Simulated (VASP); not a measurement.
# NaCl (Fm-3m) in VASP: further runs, part 2 of 2

VASP 6.6.1.

## (4) Dielectric tensor, PBEsol

This run uses another cell than the first one, of 20.91 Å³/atom, 0.888 times its volume.

INCAR

```
SYSTEM = NaCl
  PREC = Accurate
  ENCUT = 600
  EDIFF = 1E-8
  ISMEAR = 0
  SIGMA = 0.03
  LREAL = .FALSE.
  LASPH = .TRUE.
  NELM = 80
  ALGO = Fast
  ISIF = 2
  LWAVE = .FALSE.
  LCHARG = .FALSE.
  GGA = PS
  LEPSILON = .TRUE.
```

KPOINTS

```
regular mesh
0
Monkhorst
  14 14 14
  0 0 0
```

POSCAR

```
NaCl                                    
1.0
    0.0000000000      2.7550241949      2.7550241949
    2.7550241949     -0.0000000000      2.7550241949
    2.7550241949      2.7550241949      0.0000000000
  Na              Cl            
     1     1
Direct
     1.0000000000000000    1.0000000000000000    1.0000000000000000
     0.5000000000000000    0.5000000000000000    0.5000000000000000
```

Potentials or basis: VASP PAW PBE potentials, release 64 (Na_pv, Cl).

Started as:

```sh
cat potpaw_PBE.64/Na_pv/POTCAR potpaw_PBE.64/Cl/POTCAR > POTCAR
mpirun -np 1 vasp_std > vasp.out
```

OUTCAR:

```text
SYSTEM = NaCl
   PREC = Accurate
   ENCUT = 600
   EDIFF = 1E-8
   ISMEAR = 0
   LREAL = .FALSE.
   LASPH = .TRUE.
   NELM = 80
   ISIF = 2
   GGA = PS
   LEPSILON = .TRUE.

 ion  position               nearest neighbor table
   1  0.000  0.000  0.000-
   2  0.500  0.500  0.500-

  LATTYP: Found a face centered cubic cell.
 ALAT       =     5.5100483898

  Lattice vectors:

 A1 = (   0.0000000000,   2.7550241949,   2.7550241949)
 A2 = (   2.7550241949,   0.0000000000,   2.7550241949)
 A3 = (   2.7550241949,   2.7550241949,   0.0000000000)

Analysis of symmetry for initial positions (statically):
=====================================================================
 Subroutine PRICEL returns:
 Original cell was already a primitive cell.

 Routine SETGRP: Setting up the symmetry group for a
 face centered cubic supercell.

 Subroutine GETGRP returns: Found 48 space group operations
 (whereof 48 operations were pure point group operations)
 out of a pool of 48 trial point group operations.

The static configuration has the point symmetry O_h .

Analysis of symmetry for dynamics (positions and initial velocities):
=====================================================================
 Subroutine PRICEL returns:
 Original cell was already a primitive cell.

 Routine SETGRP: Setting up the symmetry group for a
 face centered cubic supercell.

 Subroutine GETGRP returns: Found 48 space group operations
 (whereof 48 operations were pure point group operations)
 out of a pool of 48 trial point group operations.

The dynamic configuration has the point symmetry O_h .

 Subroutine INISYM returns: Found 48 space group operations
 (whereof 48 operations are pure point group operations),
 and found     1 'primitive' translations

----------------------------------------------------------------------------------------

                                     Primitive cell

  volume of cell :      41.8221

  direct lattice vectors                    reciprocal lattice vectors
     0.000000000  2.755024195  2.755024195    -0.181486609  0.181486609  0.181486609
     2.755024195  0.000000000  2.755024195     0.181486609 -0.181486609  0.181486609
     2.755024195  2.755024195  0.000000000     0.181486609  0.181486609 -0.181486609

  length of vectors
     3.896192581  3.896192581  3.896192581     0.314344028  0.314344028  0.314344028

  position of ions in fractional coordinates (direct lattice)
     0.000000000  0.000000000  0.000000000
     0.500000000  0.500000000  0.500000000

  ion indices of the primitive-cell ions
   primitive index   ion index
                 1           1
                 2           2

[... 446 lines left out ...]
      2     -20.8965      2.00000
      3     -20.8936      2.00000
      4     -12.8914      2.00000
      5      -1.9053      2.00000
      6      -0.7228      2.00000
      7      -0.5664      2.00000
      8       6.8481      0.00000
      9       9.5389      0.00000
     10      10.7108      0.00000
     11      11.1500      0.00000

 [... further k-points ...]

  FORCE on cell =-STRESS in cart. coord.  units (eV):
  Direction    XX          YY          ZZ          XY          YZ          ZX
  --------------------------------------------------------------------------------------
  -------------------------------------------------------------------------------------
  Total        0.3929400      0.3929400      0.3929400      0.0000000     -0.0000000     -0.0000000
  in kB       15.0532612     15.0532612     15.0532612      0.0000000     -0.0000000     -0.0000000
  external PRESSURE =      15.0532612 kB  Pullay stress =       0.0000000 kB

 VOLUME and BASIS-vectors are now :
 -----------------------------------------------------------------------------
  energy-cutoff  :      600.00
  volume of cell :       41.82
      direct lattice vectors                 reciprocal lattice vectors
     0.000000000  2.755024195  2.755024195    -0.181486609  0.181486609  0.181486609
     2.755024195  0.000000000  2.755024195     0.181486609 -0.181486609  0.181486609
     2.755024195  2.755024195  0.000000000     0.181486609  0.181486609 -0.181486609

 POSITION                                       TOTAL-FORCE (eV/Angst)
 -----------------------------------------------------------------------------------
      0.00000      0.00000      0.00000         0.000000     -0.000000      0.000000
      2.75502      2.75502      2.75502         0.000000      0.000000     -0.000000
 -----------------------------------------------------------------------------------
    total drift:                                0.000000     -0.000000     -0.000000

  FREE ENERGIE OF THE ION-ELECTRON SYSTEM (eV)
  ---------------------------------------------------
  free  energy   TOTEN  =        -6.9884870782 eV

  energy  without entropy=       -6.9884870782  energy(sigma->0) =       -6.98848708

 HEAD OF MICROSCOPIC STATIC DIELECTRIC TENSOR (INDEPENDENT PARTICLE, excluding Hartree and local field effects)
 ------------------------------------------------------
           2.877294     0.000000    -0.000000
          -0.000000     2.877294     0.000000
          -0.000000     0.000000     2.877294
 ------------------------------------------------------

 Free energy of the ion-electron system (eV)
  ---------------------------------------------------
  ---------------------------------------------------
  free energy    TOTEN  =        -0.20879191 eV

  energy without entropy =       -0.20879191

------------------------ aborting loop because EDIFF is reached ----------------------------------------

--------------------------------------- Ionic step        2  -------------------------------------------

------------------------ aborting loop because EDIFF is reached ----------------------------------------

--------------------------------------- Ionic step        3  -------------------------------------------

 Free energy of the ion-electron system (eV)
  ---------------------------------------------------
  ---------------------------------------------------
  free energy    TOTEN  =        -0.20879191 eV

  energy without entropy =       -0.20879191

------------------------ aborting loop because EDIFF is reached ----------------------------------------

 PIEZOELECTRIC TENSOR FIELD DIRECTION 3  (e Angst)
 -----------------------------------------------------------------------------
    -0.00027  0.00000 -0.00000           (  0.00000  0.00000 -0.00000)
     0.00000 -0.00027  0.00000           (  0.00000  0.00000  0.00000)
    -0.00000  0.00000 -0.00021           ( -0.00000  0.00000  0.00000)

 PIEZOELECTRIC TENSOR FIELD DIRECTION 3  (C/m^2)
 -----------------------------------------------------------------------------
    -0.00010  0.00000 -0.00000
     0.00000 -0.00010  0.00000
    -0.00000  0.00000 -0.00008

 MACROSCOPIC STATIC DIELECTRIC TENSOR (including local field effects in DFT)
 ------------------------------------------------------
           2.609954     0.000000    -0.000000
           0.000000     2.609954    -0.000000
          -0.000000     0.000000     2.609954
 ------------------------------------------------------

 PIEZOELECTRIC TENSOR (including local field effects)  for field in x, y, z        (e  Angst)
          XX          YY          ZZ          XY          YZ          ZX
  --------------------------------------------------------------------------------
  x     0.00000     0.00000     0.00000     0.00000     0.00000     0.00000
  y     0.00000     0.00000     0.00000     0.00000     0.00000     0.00000
  z     0.00000     0.00000     0.00000     0.00000     0.00000     0.00000

 PIEZOELECTRIC TENSOR (including local field effects)  for field in x, y, z        (C/m^2)
          XX          YY          ZZ          XY          YZ          ZX
  --------------------------------------------------------------------------------
  x     0.00000     0.00000     0.00000     0.00000     0.00000     0.00000
  y     0.00000     0.00000     0.00000     0.00000     0.00000     0.00000
  z     0.00000     0.00000     0.00000     0.00000     0.00000     0.00000

 BORN EFFECTIVE CHARGES (including local field effects) (in |e|, cummulative output)
 ---------------------------------------------------------------------------------
 ion    1
    1     1.07598     0.00000     0.00000
    2     0.00000     1.07598     0.00000
    3     0.00000     0.00000     1.07598
 ion    2
    1    -1.07598     0.00000     0.00000
    2     0.00000    -1.07598     0.00000
    3     0.00000     0.00000    -1.07598
```

OSZICAR:

```text
N       E                     dE             d eps       ncg     rms          rms(c)
DAV:   1     0.101902873167E+03    0.10190E+03   -0.79675E+03  6177   0.144E+03
DAV:   2     0.171359636363E+01   -0.10019E+03   -0.93166E+02  7035   0.301E+02
DAV:   3    -0.694437472680E+01   -0.86580E+01   -0.85519E+01  7404   0.861E+01
DAV:   4    -0.713979087564E+01   -0.19542E+00   -0.19520E+00  7011   0.138E+01
[... 11 lines left out ...]
RMM:   8    -0.208789308384E+00   -0.16537E-03   -0.62958E-06 33562   0.151E-02    0.841E-04
RMM:   9    -0.208785623470E+00    0.36849E-05   -0.12265E-07 34011   0.311E-03    0.483E-04
RMM:  10    -0.208792131182E+00   -0.65077E-05   -0.21414E-08 32360   0.847E-04    0.156E-04
RMM:  11    -0.208791530869E+00    0.60031E-06    0.91561E-09 32532   0.393E-04    0.522E-05
RMM:  12    -0.208791825598E+00   -0.29473E-06    0.60875E-08 25677   0.140E-04    0.152E-05
RMM:  13    -0.208791912735E+00   -0.87137E-07   -0.11964E-08 16796   0.857E-05    0.315E-06
```

stdout:

```text
POSCAR found type information on POSCAR NaCl
 POSCAR found :  2 types and       2 ions
 scaLAPACK will be used
 -----------------------------------------------------------------------------
|                                                                             |
[... 49 lines left out ...]
 dielectric tensor                  component  3 :     0.002    -0.199     2.574
 Linear response to external field, progress :
  Direction:   1
 dielectric tensor                  component  1 :     2.610     0.025    -0.025
 Linear response to external field, progress :
  Direction:   2
 dielectric tensor                  component  2 :     0.025     2.610    -0.025
 Linear response to external field, progress :
  Direction:   3
 dielectric tensor                  component  3 :     0.041    -0.041     2.610
 Born effective charges drift removed
```

Wall time 18 min (1 thread of Intel Xeon Platinum 8375C at 2.90GHz (Ice Lake), shared host); peak memory 0.98 GiB.

What came out:

* Electronic dielectric tensor (diagonal): 2.61
* Born charges (mean of the diagonal): Na +1.08; Cl -1.08 e

Levels at points of the mesh, in eV from the valence-band top:
| k point | band 4 | band 5 | band 6 | band 7 | band 8 | band 9 | band 10 | band 11 |
| --- | --- | --- | --- | --- | --- | --- | --- | --- |
| (0.04, 0.04, 0.04) | -12.81 | -0.04 | 0.00 | 0.00 | 5.25 | 11.00 | 11.08 | 11.08 |

Electronic dielectric tensor:
```
2.61 0.00 0.00
0.00 2.61 0.00
0.00 0.00 2.61
```

Born effective charge tensors (e):
atom 1, Na
```
1.08 0.00 0.00
0.00 1.08 0.00
0.00 0.00 1.08
```
atom 2, Cl
```
-1.08  0.00  0.00
 0.00 -1.08  0.00
 0.00  0.00 -1.08
```

Caveat: the PAW data sets were made with another functional, which shifts forces and pressure a little.

## (5) How close it comes

Step 2. Against the measured high-frequency dielectric constant of NaCl, 2.34 (80 K; a printed reference work, textbook), the calculated 2.51 is off by +7.1 %.

Step 4. Against the measured high-frequency dielectric constant of NaCl, 2.34 (80 K; a printed reference work, textbook), the calculated 2.61 is off by +11.5 %.
